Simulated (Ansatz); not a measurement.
## Dielectric function and optical constants of RbBr

What colour and refractive index does RbBr have at this level of theory? The cell comes from an older database entry, whose edges can differ from later determinations, mostly by under a per cent.

Calculated with Ansatz 0.2.0; DFT, PBE, plane-wave PAW, default files, scalar-relativistic, independent-particle optical response without local fields.

The database entry behind the starting cell differs from other determinations of this structure, so it need not match the best structure at room temperature.

### Step 1. Starting point

It takes space group Fm-3m (No. 225, cubic). Conventional cell: a = 6.854 Å, b = 6.854 Å, c = 6.854 Å, α = 90.00°, β = 90.00°, γ = 90.00°. Rb has 6 Br at 3.43 Å nearest. Nearest to Br lie 6 Rb at 3.43 Å. Farther neighbours, and contacts between anions beyond the nearest, are not listed.

Coordinates:

```cif
data_structure
_symmetry_space_group_name_H-M 'Fm-3m'
_symmetry_Int_Tables_number 225
_cell_length_a 6.8540
_cell_length_b 6.8540
_cell_length_c 6.8540
_cell_angle_alpha 90.000
_cell_angle_beta 90.000
_cell_angle_gamma 90.000
_cell_volume 321.98
loop_
_atom_site_label
_atom_site_type_symbol
_atom_site_symmetry_multiplicity
_atom_site_Wyckoff_symbol
_atom_site_fract_x
_atom_site_fract_y
_atom_site_fract_z
_atom_site_occupancy
Rb1 Rb 4 a 0.00000 0.00000 0.00000 1
Br1 Br 4 b 0.50000 0.00000 0.00000 1
```

### Step 2. Ground state and bands

The self-consistent density comes first; it also tells whether there is a gap, which decides the occupations and the need for a Drude term.

This step: DFT, PBE, plane-wave PAW, default files, scalar-relativistic, ground state (Ansatz 0.2.0).

Contents of input.yaml:

```yaml
crystal:
  lattice:
    - [0.0, 3.427, 3.427]
    - [3.427, 0.0, 3.427]
    - [3.427, 3.427, 0.0]
  atoms:
    - { symbol: Rb, position: [0.0, 0.0, 0.0] }
    - { symbol: Br, position: [0.5, 0.5, 0.5] }
kpoints:
  mp_grid: { grid: [6, 6, 6] }
  band_path:
    path:
      - [[0.0, 0.0, 0.0], [0.5, 0.0, 0.5], [0.5, 0.25, 0.75], [0.375, 0.375, 0.75], [0.0, 0.0, 0.0], [0.5, 0.5, 0.5], [0.625, 0.25, 0.625], [0.5, 0.25, 0.75], [0.5, 0.5, 0.5], [0.375, 0.375, 0.75]]
      - [[0.625, 0.25, 0.625], [0.5, 0.0, 0.5]]
    npoints: 6
scf:
  occupations: { method: fermi_dirac, width: 0.05 }
  n_extra_bands: 6
hamiltonian:
  xc: pbe
  pseudopotentials: { kind: paw }
output:
  forces: true
  stress: true
  populations: true
  write_bands: true
  write_density: true
  write_potential: true
  elf: true
  volumetric_format: npy
```

Command:

```
$ ansatz run input.yaml --threads 4 --pin off --max-ram 8192MiB --backend cpu --events-out ev --progress --plain --runs-dir out
```

Standard output:

```text
scf.n_extra_bands = 6 over 8 filled bands (N_el = 16.0): the run solves 14 bands
Engine: ansatz 0.2.0, x86_64-unknown-linux-gnu
Pseudopotentials: kind: paw
Pseudopotential: Rb, paw, valence charge 9, recommended cutoff 420 eV (normal), Rb.paw.azcp
Pseudopotential: Br, paw, valence charge 7, recommended cutoff 420 eV (normal), Br.paw.azcp
Functional definition: PBE
  parameter kappa = 0.804
  parameter beta = 0.066725
  exchange = pbe_x(kappa = kappa, mu = beta*pi^2/3)
  correlation = pbe_c(beta = beta)
Crystal: 2 atoms, lattice volume = 80.496 Å³
Basis set: ecut = 420 eV, 1591 PW (Γ), exchange–correlation on 72×72×72 points (8 copies of the dense FFT grid, shifted against one another)
Bands: 14, of which v1, the nominal top of the filled ones, is band 8 counted from 1 (7 counted from 0)
Symmetry: 48 space group operations
Space group: Fm-3m (ITA 225), of the structure as read, at distance tolerance 4.3e-5 Å
k-points: 16 of 216
Non-local potential: Rb, projectors of the file, l = 0: 3, l = 1: 2, l = 2: 2
Non-local potential: Br, projectors of the file, l = 0: 2, l = 1: 2, l = 2: 2
PAW form: soft (Blöchl's): semilocal exchange-correlation on the pseudo side does not see the compensation charge
PAW one-centre angular grid: Rb, 110 points (default); XC on 64 Gauss nodes
PAW one-centre angular grid: Br, 110 points (default); XC on 64 Gauss nodes
Initial density: superposition of atomic densities (neutral atoms: chi_scale 0, normalization atom), corrected by the library's trained network
Initial wavefunctions: pseudopotential atomic-orbital guess
Functional: x = pbe(κ = 0.804, μ = 0.219515), c = pbe(β = 0.066725)
SCF iter   1: F=—  HF=-6054.052971 eV  |F-HF|=—  |Δ(HF+E_count)|=         —  Δρ=2.38e-4  dr2=7.31e-5  ethr=1.77e-3  ⟨swp⟩=8.5  Hψ=1571  notcnv=0
preconditioner: auto → none  [insulator: Δε(μ)=4.357 eV  Ē_g=14.020 eV  σ=0.050 eV  W_gap=1.00  n_scr=14 (ndim 8)  ℏωp=15.5 eV  f_vac=0.082  D(μ)=0.00/eV (n_scr^D=0)  ε∞_Penn≈2.2]
SCF iter   2: F=—  HF=-6054.053320 eV  |F-HF|=—  |Δ(HF+E_count)|=   3.49e-4  Δρ=7.61e-5  dr2=2.86e-6  ethr=4.57e-7  ⟨swp⟩=3.4  Hψ=617  notcnv=0
SCF iter   3: F=—  HF=-6054.053338 eV  |F-HF|=—  |Δ(HF+E_count)|=   1.76e-5  Δρ=2.95e-5  dr2=3.25e-7  ethr=1.78e-8  ⟨swp⟩=2.5  Hψ=316  notcnv=0
iter 4 did not close the SCF: its close was put off for the readings that it lacked (scf_convergence_deferred on its scf_iter line)
SCF iter   4: F=-6054.053341 eV  HF=-6054.053341 eV  |F-HF|=6.08e-8  |Δ(HF+E_count)|=   3.72e-6  Δρ=3.87e-6  dr2=1.09e-8  ethr=2.03e-9  ⟨swp⟩=2.0  Hψ=313  notcnv=0
iter 5 did not close the SCF: its close was put off for the readings that it lacked (scf_convergence_deferred on its scf_iter line)
SCF iter   5: F=-6054.053341 eV  HF=-6054.053341 eV  |F-HF|=1.54e-9  |Δ(HF+E_count)|=   6.63e-8  Δρ=6.03e-7  dr2=1.23e-10  ethr=6.82e-11  ⟨swp⟩=2.0  Hψ=315  notcnv=0
SCF iter   6: F=-6054.053341 eV  HF=-6054.053341 eV  |F-HF|=4.55e-12  |Δ(HF+E_count)|=   1.74e-9  Δρ=6.70e-8  dr2=4.88e-12  ethr=1.00e-12  ⟨swp⟩=9.7  Hψ=1426  notcnv=0
SCF 1 converged in 6 iterations: F = -6054.053341 eV  dr2 = 4.88e-12
  greatest PAW one-centre occupation: 0.973 electrons in one spin orbital (limit 2), on the Rb atom at site 0 (counted from 0), in its partial waves of l = 0
NSCF: frozen V_eff on 62 k-points
SCF converged after 6 iterations
Free energy (F): -6054.053341 eV
Harris-Foulkes:  -6054.053341 eV  (|F-HF|=4.55e-12)
Internal energy: -6054.053341 eV  (E = F + TS)
E sigma→0 (E₀):  -6054.053341 eV
Fermi energy:    3.468217 eV
--- Per-component energies (eV) ---
  E_band       = -107.160136
  E_kinetic    = 327.414114
  E_local      = -799.827477  (includes V_loc(G=0)·N_el)
  E_nonlocal   = 243.417161
  E_hartree    = 206.208569
  E_xc         = -396.353352
  E_vxc        = -242.073576  (∫ρ·V_xc dr)
  E_paw        = -4864.572906  (= ΣΔE_a)
  E_vpaw       = -48.507511  (= ΣTr[D̂ρ^β])
  E_aug_tail   = -0.000001  (compensation charges beyond the density's cutoff)
  E_ewald      = -770.339449
  E_smearing   = -0.000000  (= −TS)
  E_closure    = 0.000000  (closes the sum)
  Σ components = -6054.053341   (vs F -6054.053341, Δ=0.00e0)
--- Forces (eV/Å), atoms counted from 1 ---
  atom   1  Rb    -0.00000000     0.00000000    -0.00000000
  atom   2  Br     0.00000000    -0.00000000     0.00000000
  max |Σ_I F_I| component: 2.05e-29 eV/Å
--- Stress (GPa, compression-positive) ---
        1.001139      -0.000000      -0.000000
       -0.000000       1.001139       0.000000
       -0.000000       0.000000       1.001139
  P = ⅓ Tr σ = 1.0011 GPa (10.011 kbar)
--- Band table (eV; the first three rows and the last of 16) ---
  k-point 0: bands = [... 4 lower, -7.2697, 1.2197, 1.2197, 1.2197, 5.5846, 8.5027, 8.5027, 8.5027, ... 2 higher]
  k-point 1: bands = [... 4 lower, -7.2576, 0.9163, 1.1253, 1.1253, 6.2248, 8.3687, 8.8302, 8.8302, ... 2 higher]
  k-point 2: bands = [... 4 lower, -7.2337, 0.4351, 0.9488, 0.9488, 7.4724, 8.5253, 9.7427, 9.7427, ... 2 higher]
  k-point 15: bands = [... 4 lower, -7.2739, 0.8042, 0.8080, 0.9575, 7.5319, 9.0908, 9.2050, 10.1665, ... 2 higher]
--- Löwdin populations: 2 sites ---
  site symbol       q [e]
     0     Rb      8.2735
     1     Br      7.6728
  spilling = 0.003359 (of n_electrons = 16.000000)
```

It took 1.4 s on 4 threads of AMD EPYC 7R43, shared host; peak memory 0.38 GiB; 4 s of CPU time.

This step gave:

* free energy: -6054.0533 eV
* Fermi energy: 3.468 eV
* gap by band count: 4.365 eV
* electrons: 16
* symmetry operations: 48
* pressure: 1.001 GPa
* gap on the k-mesh: 4.365 eV
* volume: 80.50 Å³
* gap on the path: 4.365 eV
* least direct gap on the path: 4.365 eV

There is a gap, 4.36 eV on the path, so no carriers' term is needed. The cell is left with a pressure of 1.0 GPa, as it stands unrelaxed at this level.

Electronic bands along the path, in eV, zero at the Fermi level; v1 is the highest filled band, c1 the lowest empty one:

| point | v4 | v3 | v2 | v1 | c1 | c2 | c3 | c4 |
| --- | --- | --- | --- | --- | --- | --- | --- | --- |
| Γ | -10.74 | -2.25 | -2.25 | -2.25 | 2.12 | 5.03 | 5.03 | 5.03 |
| halfway | -10.74 | -2.85 | -2.35 | -2.35 | 3.47 | 4.00 | 6.37 | 6.51 |
| X | -10.81 | -2.72 | -2.41 | -2.41 | 3.36 | 4.88 | 6.95 | 6.96 |
| halfway | -10.77 | -2.69 | -2.58 | -2.47 | 3.77 | 5.35 | 6.18 | 6.89 |
| W | -10.72 | -2.74 | -2.60 | -2.60 | 4.83 | 4.83 | 6.02 | 6.37 |
| halfway | -10.73 | -2.74 | -2.64 | -2.54 | 4.30 | 5.51 | 5.91 | 6.54 |
| K | -10.77 | -2.74 | -2.66 | -2.51 | 4.10 | 5.88 | 5.91 | 6.62 |
| halfway | -10.70 | -2.92 | -2.52 | -2.40 | 3.79 | 4.73 | 5.81 | 6.55 |
| Γ | -10.74 | -2.25 | -2.25 | -2.25 | 2.12 | 5.03 | 5.03 | 5.03 |
| halfway | -10.71 | -2.81 | -2.43 | -2.43 | 3.38 | 4.90 | 5.75 | 5.75 |
| L | -10.69 | -3.24 | -2.60 | -2.60 | 4.57 | 5.47 | 7.24 | 7.24 |
| halfway | -10.72 | -3.06 | -2.60 | -2.58 | 4.64 | 5.30 | 6.71 | 7.09 |
| U | -10.77 | -2.74 | -2.66 | -2.51 | 4.10 | 5.88 | 5.91 | 6.62 |
| halfway | -10.73 | -2.74 | -2.64 | -2.54 | 4.30 | 5.51 | 5.91 | 6.54 |
| W | -10.72 | -2.74 | -2.60 | -2.60 | 4.83 | 4.83 | 6.02 | 6.37 |
| halfway | -10.72 | -3.01 | -2.60 | -2.58 | 4.73 | 5.17 | 6.62 | 6.75 |
| L | -10.69 | -3.24 | -2.60 | -2.60 | 4.57 | 5.47 | 7.24 | 7.24 |
| halfway | -10.72 | -3.06 | -2.60 | -2.58 | 4.64 | 5.30 | 6.71 | 7.09 |
| K | -10.77 | -2.74 | -2.66 | -2.51 | 4.10 | 5.88 | 5.91 | 6.62 |
| jump to U | -10.77 | -2.74 | -2.66 | -2.51 | 4.10 | 5.88 | 5.91 | 6.62 |
| halfway | -10.80 | -2.71 | -2.51 | -2.44 | 3.57 | 5.16 | 6.57 | 7.03 |
| X | -10.81 | -2.72 | -2.41 | -2.41 | 3.36 | 4.88 | 6.95 | 6.96 |

The electronic bands as a text plot (rows in eV, shown from -10.2 to 5.9 only):

```
    5.6 |+ ++       ++ ++++  +++  + +++ ++++++++++    +++++++++
    4.9 |++     ++++  +   ++++++++++++++  +++     ++++++ +++   ++
    4.2 |  +++++    ++ +++ ++          +++   +++++      +   ++
    3.6 |    +++++++         ++       +                       +++
    2.9 |  ++                  +    ++
    2.2 |++                     ++++
    1.5 |
    0.9 |
    0.2 |
   -0.5 |
   -1.2 |
   -1.8 |
   -2.5 |********************************************************
   -3.2 |    ***          *****        ********     *********
   -3.8 |
   -4.5 |
   -5.2 |
   -5.9 |
   -6.5 |
   -7.2 |
   -7.9 |
   -8.6 |
   -9.2 |
   -9.9 |
         Γ       X    W  K        Γ      L     U  W     L   K|U X
```

ELF in the ac plane of the conventional cell at fractional y = 0.000, with atoms of Rb and Br within 0.2 Å of it. It is the smooth field of the valence electrons, not physical close to the nuclei.

Ten even steps from '_' (0.01) to '@' (0.86), each cell a mean:
```
==%%@@++__==@@@@++..::%%@@**..::%%@@++
@@@@@@==__--%%@@@@##%%@@@@**....##@@@@
%%%%++..__::**%%@@@@@@@@%%==____--##%%
--::..____..--++**####**==::______..::
....__________..........__________....
##**++--________::::::..______::==****
@@@@%%**::__..++%%%%%%**--____==%%@@@@
##@@@@%%--__==@@@@@@@@@@**....**@@@@%%
..++@@%%--__++@@%%==**@@%%::..##@@%%::
__==@@@@--..**@@##..==@@%%::..##@@##..
==%%@@%%--__++@@@@##%%@@%%::..**@@@@++
@@@@@@##::__--##@@@@@@@@++__..++%%@@@@
@@%%##++..____--++**++==..____--**%%@@
==----..__________..__________..::--==
____________..::--------::____________
**++::____..++##%%@@%%%%**--____..==++
@@@@##::__--##@@@@@@@@@@%%++__..++@@@@
##@@@@++__--%%@@%%==++@@@@**..::%%@@%%
..##@@**__==@@@@==__..##@@##..--%%@@==
```

Valence density in the ac plane of the conventional cell at fractional y = 0.000, with atoms of Rb and Br within 0.2 Å of it. It is the smooth field of the valence electrons, not physical close to the nuclei.

Ten even steps from '0' (0.0 e/Å³) to '9' (2.0 e/Å³), each cell a mean:
```
8951001452352000289
8620001245531000148
3200000123210000012
0000000001000000000
0000000000000000000
0000000000000000000
3210000023210000012
5421000268741000135
2541001598972000253
1441001696883001352
4531001489962000245
4310000146520000124
1100000011100000011
0000000000000000000
0000000000000000000
1000000011110000001
5310000134421000025
9830001354542000269
6951001441253000388
```

(Continued in part 2 of 2.)

[Long decimals in the printed logs are rounded to 6 places.]

[Logs are printed without paths, hosts, clocks, repeated set-up lines and the standing remarks that a program may print on its own settings, such as how far it seeks lower states.]

[Hosts, paths, dates, database ids (printed as entryN), source tags and the programs' standing remarks are cut or masked in the printed files.]

[Where the starting crystal was built by hand or by swapping elements, it need not be the compound's stable phase.]

[The count of steps not shown may lack steps that the program refused or didn't finish.]
